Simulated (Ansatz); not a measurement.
# AlN (P6_3mc) in Ansatz: further runs

Aim: see how the results for AlN move with the level of theory and the settings. Levels: revPBE+D3(BJ), revPBE+D4, LDA, PBEsol, PBE. Tasks: relaxation of cell and atoms, single point.

All numbers are computed with Ansatz 0.2.0; they aren't measurements. Logs are shortened: lines on timing, memory, paths and dates and some standing lists are left out, and cuts for length are marked.

**Experimental background.**

“Structural and optical properties of self-assembled AlN nanowires grown on SiO2/Si substrates by molecular beam epitaxy”, 2024, arxiv:2402.00216 quotes, for a bulk crystal of AlN at 0 K: band gap 6.0343 eV (an exciton energy, a little under the gap).

How close the calculation comes is told below.

### Step 1. The structure

It takes space group P6_3mc (No. 186, hexagonal). The conventional cell has a = 3.113 Å, b = 3.113 Å, c = 4.981 Å, α = 90.00°, β = 90.00°, γ = 120.00°. Al (site symmetry 3m) has 4 N at 1.89 Å as nearest neighbours. N (site symmetry 3m) has 4 Al at 1.89 Å as nearest neighbours.

### Step 2. Relaxation of cell and atoms, revPBE+D3(BJ)

File input.yaml:

```yaml
crystal:
  lattice:
    - [3.113, 0.0, 0.0]
    - [-1.5565, 2.695937082, 0.0]
    - [0.0, 0.0, 4.981]
  atoms:
    - { symbol: Al, position: [0.6666666667, 0.3333333333, 0.5] }
    - { symbol: Al, position: [0.3333333333, 0.6666666667, 0.0] }
    - { symbol: "N", position: [0.6666666667, 0.3333333333, 0.88] }
    - { symbol: "N", position: [0.3333333333, 0.6666666667, 0.38] }
hamiltonian:
  xc: revpbe
  pseudopotentials: { kind: paw }
  dispersion: d3bj
kpoints:
  mp_grid: { grid: [10, 10, 6] }
scf:
  occupations: { method: fermi_dirac, width: 0.05 }
output:
  forces: true
  stress: true
  write_density: true
  write_potential: true
  elf: true
  volumetric_format: npy
relax:
  f_tol: 0.01
  max_steps: 40
  cell: { stress_tol: 0.05 }
```

Potentials or basis: Ansatz PAW.

Command:

```console
ansatz run input.yaml --threads 2 --pin off --max-ram 5632MiB --backend cpu --events-out ev --progress --plain --runs-dir out
```

The log of the run:

```text
Warning: RAYON_NUM_THREADS=2 ignored (pool sized by the plan → 2); use --threads N
Engine: ansatz 0.2.0, x86_64-unknown-linux-gnu
Pseudopotentials: kind: paw
Pseudopotential: Al, paw, valence charge 3, recommended cutoff 420 eV (normal), Al.paw.azcp
Pseudopotential: N, paw, valence charge 5, recommended cutoff 420 eV (normal), N.paw.azcp
Functional definition: revPBE
  parameter kappa = 1.245
  parameter beta = 0.06672455060314922
  exchange = pbe_x(kappa = kappa, mu = beta*pi^2/3)
  correlation = pbe_c(beta = beta)
Crystal: 4 atoms, lattice volume = 41.803 Å³
Basis set: ecut = 420 eV, 809 PW (Γ), exchange–correlation on 48×48×72 points (8 copies of the dense FFT grid, shifted against one another)
Bands: 12, of which v1, the nominal top of the filled ones, is band 8 counted from 1 (7 counted from 0)
Symmetry: 12 space group operations
Space group: P63mc (ITA 186), of the structure as read, at distance tolerance 3.5e-5 Å
k-points: 56 of 600 (time reversal used)
Non-local potential: Al, projectors of the file, l = 0: 2, l = 1: 2, l = 2: 1
Non-local potential: N, projectors of the file, l = 0: 2, l = 1: 2, l = 2: 1
PAW form: soft (Blöchl's): semilocal exchange-correlation on the pseudo side does not see the compensation charge
PAW frozen core: Al, regenerated for the run's functional, and the local potential with it (the file was generated under x = pbe(κ = 0.804, μ = 0.2195149727645171), c = pbe(β = 0.06672455060314922))
PAW frozen core: N, regenerated for the run's functional, and the local potential with it (the file was generated under x = pbe(κ = 0.804, μ = 0.2195149727645171), c = pbe(β = 0.06672455060314922))
PAW one-centre angular grid: Al, 110 points (default); XC on 64 Gauss nodes
PAW one-centre angular grid: N, 110 points (default); XC on 64 Gauss nodes
Initial density: superposition of atomic densities (neutral atoms: chi_scale 0, normalization atom), corrected by the library's trained network
Initial wavefunctions: pseudopotential atomic-orbital guess
Functional: x = revpbe(κ = 1.245, μ = 0.2195149727645171), c = pbe(β = 0.06672455060314922)
SCF iter   1: F=—  HF=-1856.885439 eV  |F-HF|=—  |Δ(HF+E_count)|=         —  Δρ=1.95e-3  dr2=9.60e-4  ethr=1.77e-3  ⟨swp⟩=5.5  Hψ=4367  notcnv=0
preconditioner: auto → none  [insulator: Δε(μ)=4.239 eV  Ē_g=13.195 eV  σ=0.050 eV  W_gap=1.00  n_scr=2 (ndim 8)  ℏωp=23.0 eV  f_vac=0.000  D(μ)=0.00/eV (n_scr^D=0)  ε∞_Penn≈4.0]
SCF iter   2: F=—  HF=-1856.885490 eV  |F-HF|=—  |Δ(HF+E_count)|=   5.11e-5  Δρ=9.96e-4  dr2=1.81e-4  ethr=6.00e-6  ⟨swp⟩=2.1  Hψ=1384  notcnv=0
SCF iter   3: F=—  HF=-1856.885529 eV  |F-HF|=—  |Δ(HF+E_count)|=   3.90e-5  Δρ=1.05e-4  dr2=4.19e-6  ethr=1.13e-6  ⟨swp⟩=2.2  Hψ=1135  notcnv=0
SCF iter   4: F=—  HF=-1856.885254 eV  |F-HF|=—  |Δ(HF+E_count)|=   2.75e-4  Δρ=1.70e-5  dr2=5.23e-8  ethr=6.25e-10  ⟨swp⟩=6.0  Hψ=4064  notcnv=0
iter 5 did not close the SCF: its close was put off for the readings that it lacked (scf_convergence_deferred on its scf_iter line)
SCF iter   5: F=-1856.885254 eV  HF=-1856.885254 eV  |F-HF|=7.51e-9  |Δ(HF+E_count)|=   1.61e-7  Δρ=4.04e-6  dr2=3.37e-9  ethr=3.27e-10  ⟨swp⟩=2.0  Hψ=1097  notcnv=0
SCF iter   6: F=-1856.885254 eV  HF=-1856.885254 eV  |F-HF|=4.93e-11  |Δ(HF+E_count)|=   8.59e-9  Δρ=3.10e-7  dr2=1.63e-11  ethr=2.11e-11  ⟨swp⟩=4.2  Hψ=3273  notcnv=0
SCF 1 converged in 6 iterations: F = -1856.885254 eV  dr2 = 1.63e-11
relax step   1: F+E_penalty+E_count = -1856.88525386 eV  Δ(F+E_penalty+E_count) = +0.000e0 eV  max|allowed force component| = 1.310e-1 eV/Å  Δτ_max = 0.0000 Å  P = -2.047 GPa  Ω = 41.803 Å³  (6 SCF iters, accepted)
[... 95 lines left out ...]
relax step   8: F+E_penalty+E_count = -1856.88943687 eV  Δ(F+E_penalty+E_count) = +2.945e-5 eV  max|allowed force component| = 2.477e-5 eV/Å  Δτ_max = 0.0000 Å  P = -0.001 GPa  Ω = 41.366 Å³  stress off target by 1.58e-3 GPa  SCF on the basis re-selected at this cell (its energy is not comparable with the rows above)  (6 SCF iters)
basis re-selected at this cell: Δ(F+E_penalty+E_count) = +2.945e-5 eV, ΔP = -0.001 GPa vs the last step (what re-selecting the basis moved, of the pressure what is left beyond the Pulay correction that the steps carried, after the strain that the cell walked since its last selection, with what the two solves' SCF thresholds leave and, on support functions, any second-order correction that the steps lacked; it is no measure of the basis error at this ecutwfc). This SCF's stress stands 1.58e-3 GPa from its target on what of the cell is left free (relax.cell.stress_tol is 5.00e-2 GPa) and its largest allowed force component is 2.48e-5 eV/Å (relax.f_tol is 1.00e-2 eV/Å): within both
SCF converged after 6 iterations
Free energy (F): -1856.889437 eV
Harris-Foulkes:  -1856.889437 eV  (|F-HF|=1.59e-12)
Internal energy: -1856.889437 eV  (E = F + TS)
E sigma→0 (E₀):  -1856.889437 eV
Fermi energy:    9.536825 eV
--- Per-component energies (eV) ---
  E_band       = 33.200323
  E_kinetic    = 320.235392
  E_local      = -445.343716  (includes V_loc(G=0)·N_el)
  E_nonlocal   = 109.403309
  E_hartree    = 155.443196
  E_xc         = -204.543217
  E_vxc        = -216.483921  (∫ρ·V_xc dr)
  E_paw        = -1196.163360  (= ΣΔE_a)
  E_vpaw       = -45.497334  (= ΣTr[D̂ρ^β])
  E_aug_tail   = 0.000197  (compensation charges beyond the density's cutoff)
  E_ewald      = -593.743112
  E_disp       = -2.121703  (pairwise vdW)
  E_core_change = -0.056422  (= ΣΔE_core)
  E_smearing   = -0.000000  (= −TS)
  E_closure    = 0.000000  (closes the sum)
  Σ components = -1856.889437   (vs F -1856.889437, Δ=0.00e0)
--- Forces (eV/Å), atoms counted from 1 ---
  atom   1  Al     0.00000000     0.00000000    -0.00003364
  atom   2  Al    -0.00000000    -0.00000000    -0.00003364
  atom   3  N     -0.00000000    -0.00000000     0.00001591
  atom   4  N      0.00000000     0.00000000     0.00001591
  max |Σ_I F_I| component: 3.55e-5 eV/Å
--- Stress (GPa, compression-positive) ---
       -0.001261       0.000000       0.000000
       -0.000000      -0.001261       0.000000
        0.000000       0.000000      -0.001579
  P = ⅓ Tr σ = -0.0014 GPa (-0.014 kbar)
--- Band table (eV; the first three rows and the last of 56) ---
  k-point 0: bands = ["-7.9204", "-5.7656", "1.3431", "6.4781", "6.4781", "7.1288", "7.1288", "7.3593", "11.6551", "14.1585", "18.1045", "18.6408"]
  k-point 1: bands = ["-7.8136", "-5.9733", "1.7150", "6.5189", "6.5189", "6.7561", "7.0824", "7.0824", "12.1504", "14.2234", "17.9294", "18.6060"]
  k-point 2: bands = ["-7.5038", "-6.4680", "2.6915", "5.4611", "6.6331", "6.6331", "6.9585", "6.9585", "13.1116", "14.2747", "17.6554", "18.6535"]
  k-point 55: bands = ["-5.4066", "-5.4066", "2.4245", "2.4245", "3.6857", "3.6857", "6.5353", "6.5353", "14.5143", "14.5143", "15.6935", "15.6935"]
--- Relaxed structure (6 steps of the walk, 6 accepted, 2 SCFs on fresh bases) ---
  F+E_penalty+E_count = -1856.88943687 eV   max|allowed force component| = 2.477e-5 eV/Å   (the final SCF, on the basis selected at the relaxed cell)
  cell:  # Å, volume = 41.3663 Å³
    - [3.10212321010137, 4.0252208638916463e-19, -1.4755720514252537e-33]
    - [-1.551061605050685, 2.686517505617118, 5.383116246747985e-34]
    - [-2.3610100829178386e-33, -3.685479153822968e-34, 4.963611621874143]
  atoms:
    - { symbol: Al, position: [0.6666666666666666, 0.33333333333333337, 0.4989586896176348] }
    - { symbol: Al, position: [0.33333333333333337, 0.6666666666666667, -0.0010413103823652206] }
    - { symbol: N, position: [0.6666666666666666, 0.33333333333333337, 0.8810413103823656] }
    - { symbol: N, position: [0.33333333333333337, 0.6666666666666667, 0.3810413103823652] }
```

rho_z.tsv:

```text
# z_ang	rho[e/angstrom^3]
# format = ansatz-planar-average/11
# lattice	3.102123210	0.000000000	-0.000000000
# lattice	-1.551061605	2.686517506	0.000000000
# lattice	-0.000000000	-0.000000000	4.963611622
# sites	4
# site	13	1.551061605	0.895505835	2.476637151
# site	13	0.000000000	1.791011670	-0.005168660
# site	7	1.551061605	0.895505835	4.373146888
# site	7	0.000000000	1.791011670	1.891341077
0.000000	3.689876e-1
0.137878	2.727526e-1
0.275756	2.050222e-1
0.413634	1.636110e-1
0.551512	1.449401e-1
0.689391	1.443664e-1
[... 28 lines left out ...]
4.687855	6.149377e-1
4.825734	4.906972e-1
```

Run time: 22 s. Hardware: 2 threads of Intel Xeon at 2.50GHz (Skylake/Cascade Lake), shared host; peak memory 0.38 GiB.

Results:

```
Free energy                            : -1856.8894 eV
Relaxed volume                         : 10.34 Å³/atom
Relaxed cell                           : a = 3.102 Å, b = 3.102 Å, c = 4.964 Å, α = 90.00°, β = 90.00°, γ = 120.00°
Space group after relaxing (to 0.05 Å) : P6_3mc (No. 186)
Energy gained by relaxing              : 1.0 meV/atom
Ionic steps                            : 8
Pressure after relaxing                : 0.0 GPa
Band gap on the k mesh                 : 4.30 eV, direct
```

Step by step:
```tsv
step	energy change (eV)	largest force (eV/Å)	volume (Å³)
1	0.0000	0.1310	41.80
2	-0.0033	0.0975	41.59
3	-0.0053	0.0231	41.36
4	-0.0053	0.0012	41.37
5	-0.0053	0.0003	41.38
6	-0.0042	0.0003	41.38
7	-0.0042	0.0000	41.37
8	-0.0042	0.0000	41.37
```

Final structure:
```yaml
crystal:
  lattice:
    - [3.10212, 0.00000, 0.00000]
    - [-1.55106, 2.68652, 0.00000]
    - [0.00000, 0.00000, 4.96361]
  atoms:
    - { symbol: Al, position: [0.66667, 0.33333, 0.49896] }
    - { symbol: Al, position: [0.33333, 0.66667, 0.99896] }
    - { symbol: N, position: [0.66667, 0.33333, 0.88104] }
    - { symbol: N, position: [0.33333, 0.66667, 0.38104] }
```

Levels at points of the mesh, in eV from the valence-band top:
| k point | band 6 | band 7 | band 8 | band 9 | band 10 | band 11 |
| --- | --- | --- | --- | --- | --- | --- |
| (0.00, 0.00, 0.00) | -0.23 | -0.23 | 0.00 | 4.30 | 6.80 | 10.75 |
| (0.00, 0.00, -0.50) | -0.57 | -0.57 | -0.57 | 6.58 | 6.58 | 10.48 |
| (0.00, -0.50, 0.00) | -2.11 | -1.78 | -0.70 | 5.87 | 5.91 | 8.31 |
| (0.00, -0.50, -0.50) | -1.48 | -1.37 | -1.37 | 5.39 | 5.39 | 9.38 |

Caveat: the plane-wave basis is chosen anew once the cell has moved, so the energies of steps on either side of that aren't comparable; the pressure holds a Pulay correction of +0.5 GPa for the finite cutoff; the PAW data sets come from PBE, with cores solved anew for the run's functional, which leaves a small shift of forces and pressure. A k mesh can miss the band edges.

### Step 3. Relaxation of cell and atoms, revPBE+D4

input.yaml, as its differences from that of step 2:

```diff
@@ -13,3 +13,3 @@
   pseudopotentials: { kind: paw }
-  dispersion: d3bj
+  dispersion: d4
 kpoints:
@@ -21,6 +21,2 @@
   stress: true
-  write_density: true
-  write_potential: true
-  elf: true
-  volumetric_format: npy
 relax:
```

Potentials or basis: Ansatz PAW.

Command:

```console
ansatz run input.yaml --threads 2 --pin off --max-ram 5632MiB --backend cpu --events-out ev --progress --plain --runs-dir out
```

Wall time 25 s (2 threads of Intel Xeon at 2.50GHz (Skylake/Cascade Lake), shared host); peak memory 0.37 GiB.

Results (log left out):

```
Free energy                            : -1857.1232 eV
Relaxed volume                         : 10.26 Å³/atom
Relaxed cell                           : a = 3.094 Å, b = 3.094 Å, c = 4.952 Å, α = 90.00°, β = 90.00°, γ = 120.00°
Space group after relaxing (to 0.05 Å) : P6_3mc (No. 186)
Energy gained by relaxing              : 2.4 meV/atom
Ionic steps                            : 8
Pressure after relaxing                : 0.0 GPa
Band gap on the k mesh                 : 4.36 eV
```

The path:
```
step  energy change (eV)  largest force (eV/Å)  volume (Å³)
   1              0.0000                0.1250        41.80
   2             -0.0076                0.0944        41.44
   3             -0.0114                0.0276        41.06
   4             -0.0114                0.0011        41.07
   5             -0.0114                0.0003        41.08
   6             -0.0096                0.0004        41.08
   7             -0.0096                0.0000        41.06
   8             -0.0096                0.0000        41.06
```

Final structure:
```yaml
crystal:
  lattice:
    - [3.09420, 0.00000, 0.00000]
    - [-1.54710, 2.67965, 0.00000]
    - [0.00000, 0.00000, 4.95208]
  atoms:
    - { symbol: Al, position: [0.66667, 0.33333, 0.49900] }
    - { symbol: Al, position: [0.33333, 0.66667, 0.99900] }
    - { symbol: N, position: [0.66667, 0.33333, 0.88100] }
    - { symbol: N, position: [0.33333, 0.66667, 0.38100] }
```

Caveat: the plane-wave basis is chosen anew once the cell has moved, so the energies of steps on either side of that aren't comparable; the pressure holds a Pulay correction of +0.5 GPa for the finite cutoff; the PAW data sets come from PBE, with cores solved anew for the run's functional, which leaves a small shift of forces and pressure. A k mesh can miss the band edges.

(Part 1 of 2 ends here.)
